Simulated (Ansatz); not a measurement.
# ZrSe2 (CdI2 type): how the settings move a single-point run

Question: which choices in the input matter for ZrSe2 (CdI2 type)?

Computed with Ansatz 0.2.0 (reference: DFT PBE, scalar-relativistic, plane waves, PAW, unless a step's input says otherwise).

3 further runs of the same task are left out: 1 that didn't finish, 2 set aside as unsound or not needed. Runs told in other sessions of the task aren't counted.

**1. The starting structure**

Symmetry: P-3m1, No. 164, trigonal system. Conventional cell: a = 3.799 Å, b = 3.799 Å, c = 6.821 Å, α = 90.00°, β = 90.00°, γ = 120.00°. Zr (site symmetry -3m) is surrounded by 6 Se at 2.70 Å. Around Se (site symmetry 3m) lie 3 Zr at 2.70 Å.

Structure file:

```
Zr Se
1.0
     3.79887    0.00000    0.00000
    -1.89944    3.28992    0.00000
     0.00000    0.00000    6.82145
Zr Se
1 2
Direct
  0.00000 0.00000 0.00000
  0.33333 0.66667 0.23203
  0.66667 0.33333 0.76797
```

**2. Reference**

input.yaml reads:

```yaml
crystal:
  lattice:
    - [3.7988724335, 0.0, 0.0]
    - [-1.8994362167, 3.2899200331, 0.0]
    - [0.0, 0.0, 6.8214496664]
  atoms:
    - { symbol: Zr, position: [0.0, 0.0, 0.0] }
    - { symbol: Se, position: [0.3333333333, 0.6666666667, 0.2320287056] }
    - { symbol: Se, position: [0.6666666667, 0.3333333333, 0.7679712944] }
basis:
  ecutwfc: 420
  ecutrho_ratio: 4
kpoints:
  mp_grid: { grid: [10, 10, 6] }
  band_path:
    path:
      - [[0.0, 0.0, 0.0], [0.5, 0.0, 0.0], [0.33333333, 0.33333333, 0.0], [0.0, 0.0, 0.0], [0.0, 0.0, 0.5], [0.5, 0.0, 0.5], [0.33333333, 0.33333333, 0.5], [0.0, 0.0, 0.5]]
      - [[0.5, 0.0, 0.5], [0.5, 0.0, 0.0]]
      - [[0.33333333, 0.33333333, 0.5], [0.33333333, 0.33333333, 0.0]]
    npoints: 14
hamiltonian:
  xc: pbe
scf:
  occupations: { method: gaussian, width: 0.05 }
  n_extra_bands: 13
output:
  forces: true
  stress: true
  eigenvalues: true
  populations: true
  dos: { projected: true, de: 0.02, nscf_kmesh: { grid: [15, 15, 9] } }
  bader: true
  write_density: true
  write_potential: true
  elf: true
  volumetric_format: npy
```

Started as:

```
ansatz run input.yaml --threads 2 --pin off --max-ram 2662MiB --backend cpu --events-out ev --progress --plain --runs-dir out
```

**3. Variant: symmetry.detect false, preconditioner none**

input.yaml reads:

```yaml
crystal:
  lattice:
    - [3.798872433473, -2.886758014883e-11, 0.0]
    - [-1.899436216711, 3.289920033138, 0.0]
    - [0.0, 0.0, 6.8214496664]
  atoms:
    - { symbol: Zr, position: [0.0, 0.0, 0.0] }
    - { symbol: Se, position: [0.3333333333333, 0.6666666666667, 0.2320287056] }
    - { symbol: Se, position: [0.6666666666667, 0.3333333333333, 0.7679712944] }
  symmetry: { detect: false }
basis:
  ecutwfc: 420
  ecutrho_ratio: 4
kpoints:
  mp_grid: { grid: [10, 10, 6] }
hamiltonian:
  xc: pbe
scf:
  occupations: { method: gaussian, width: 0.05 }
  mixing: { preconditioner: none }
output:
  forces: true
  stress: true
  write_density: true
  write_potential: true
  elf: true
  volumetric_format: npy
```

**4. Variant: mp_grid.grid [15, 15, 9], chi_scale 0.1**

input.yaml reads:

```yaml
crystal:
  lattice:
    - [3.798872433473, -2.886758014883e-11, 0.0]
    - [-1.899436216711, 3.289920033138, 0.0]
    - [0.0, 0.0, 6.8214496664]
  atoms:
    - { symbol: Zr, position: [0.0, 0.0, 0.0] }
    - { symbol: Se, position: [0.3333333333333, 0.6666666666667, 0.2320287056] }
    - { symbol: Se, position: [0.6666666666667, 0.3333333333333, 0.7679712944] }
basis:
  ecutwfc: 420
  ecutrho_ratio: 4
kpoints:
  mp_grid: { grid: [15, 15, 9] }
hamiltonian:
  xc: pbe
scf:
  occupations: { method: gaussian, width: 0.05 }
  initial_density: { chi_scale: 0.1 }
output:
  forces: true
  stress: true
```

**5. Changing settings: ecutrho_ratio 6, scf.algorithm direct_min**

input.yaml reads:

```yaml
crystal:
  lattice:
    - [3.798872433473, -2.886758014883e-11, 0.0]
    - [-1.899436216711, 3.289920033138, 0.0]
    - [0.0, 0.0, 6.8214496664]
  atoms:
    - { symbol: Zr, position: [0.0, 0.0, 0.0] }
    - { symbol: Se, position: [0.3333333333333, 0.6666666666667, 0.2320287056] }
    - { symbol: Se, position: [0.6666666666667, 0.3333333333333, 0.7679712944] }
basis:
  ecutwfc: 420
  ecutrho_ratio: 6
kpoints:
  mp_grid: { grid: [10, 10, 6] }
hamiltonian:
  xc: pbe
scf:
  occupations: { method: gaussian, width: 0.05 }
  algorithm: direct_min
output:
  forces: true
  stress: true
  write_density: true
  write_potential: true
  elf: true
  volumetric_format: npy
```

**6. Changed: scf.algorithm direct_min, accuracy low**

input.yaml reads:

```yaml
crystal:
  lattice:
    - [3.798872433473, -2.886758014883e-11, 0.0]
    - [-1.899436216711, 3.289920033138, 0.0]
    - [0.0, 0.0, 6.8214496664]
  atoms:
    - { symbol: Zr, position: [0.0, 0.0, 0.0] }
    - { symbol: Se, position: [0.3333333333333, 0.6666666666667, 0.2320287056] }
    - { symbol: Se, position: [0.6666666666667, 0.3333333333333, 0.7679712944] }
basis:
  ecutwfc: 420
  ecutrho_ratio: 4
kpoints:
  mp_grid: { grid: [10, 10, 6] }
hamiltonian:
  xc: pbe
scf:
  occupations: { method: gaussian, width: 0.05 }
  algorithm: direct_min
output:
  forces: true
  stress: true
accuracy: low
```

**7. Changed: accuracy high**

input.yaml reads:

```yaml
crystal:
  lattice:
    - [3.798872433473, -2.886758014883e-11, 0.0]
    - [-1.899436216711, 3.289920033138, 0.0]
    - [0.0, 0.0, 6.8214496664]
  atoms:
    - { symbol: Zr, position: [0.0, 0.0, 0.0] }
    - { symbol: Se, position: [0.3333333333333, 0.6666666666667, 0.2320287056] }
    - { symbol: Se, position: [0.6666666666667, 0.3333333333333, 0.7679712944] }
basis:
  ecutwfc: 420
  ecutrho_ratio: 4
kpoints:
  mp_grid: { grid: [10, 10, 6] }
hamiltonian:
  xc: pbe
scf:
  occupations: { method: gaussian, width: 0.05 }
output:
  forces: true
  stress: true
  write_density: true
  write_potential: true
  elf: true
  volumetric_format: npy
accuracy: high
```

**Question.** What will these runs give? Wanted: for each run, ending; energy change; pressure; gap; force.

The runs gave:

| run | ending | energy change | pressure (GPa) | gap (eV) | force (eV/Å) | cycles | time |
| --- | --- | --- | --- | --- | --- | --- | --- |
| reference | converged | 0 | 0.0 | 0.41 | 0.00 | 6 | 37 s |
| 1: symmetry.detect false, preconditioner none | converged | 0.0 meV/atom | 0.0 | 0.41 | 0.00 | 6 | 47 s |
| 2: mp_grid.grid [15, 15, 9], chi_scale 0.1 | converged | -0.3 meV/atom | 0.0 | 0.42 | 0.00 | 10 | 15 s |
| 3: ecutrho_ratio 6, scf.algorithm direct_min | converged | 0.0 meV/atom | 0.0 | 0.41 | 0.00 | 5 | 15 s |
| 4: scf.algorithm direct_min, accuracy low | converged | 0.0 meV/atom | 0.0 | 0.41 | 0.00 | 5 | 15 s |
| 5: accuracy high | converged | 0.0 meV/atom | 0.0 | 0.41 | 0.00 | 9 | 7.5 s |

Times don't compare one to one where runs were asked for different outputs or read a saved state (see the inputs); cycles may leave out searches for a lower state.

Residual by cycle in the longest SCF loop of each run; runs are numbered as in the table. The quantity is the density residual dr2, in eV.

| cycle | reference | run 1 | run 2 | run 3 | run 4 | run 5 |
| --- | --- | --- | --- | --- | --- | --- |
| 1 | 0.00165 | 0.00155 | 22.4 | 0.00142 | 0.00142 | 0.00154 |
| 2 | 3.2e-4 | 0.00321 | 2.09 | 1.4e-4 | 1.4e-4 | 1.9e-4 |
| 3 | 7.4e-5 | 1.5e-4 | 0.171 | 5.9e-5 | 5.9e-5 | 6.3e-5 |
| 4 | 2.1e-5 | 6.3e-6 | 0.0192 | 1.1e-6 | 1.1e-6 | 4.9e-6 |
| 5 | 1.8e-6 | 3.8e-7 | 0.00367 | 5.8e-9 | 5.8e-9 | 5.5e-7 |
| 6 | 3.0e-8 | 2.5e-8 | 1.3e-4 | - | - | 3.0e-8 |
| 7 | - | - | 1.9e-5 | - | - | 3.0e-9 |
| 8 | - | - | 2.8e-6 | - | - | 2.3e-10 |
| 9 | - | - | 1.9e-7 | - | - | 1.5e-11 |
| 10 | - | - | 6.6e-9 | - | - | - |

Of the converged runs whose energies compare with the reference's, «mp_grid.grid [15, 15, 9], chi_scale 0.1» moves the energy most (-0.3 meV/atom).

These are semilocal Kohn-Sham gaps, which aren't the measured quantity. Such gaps usually fall short of the measured ones.
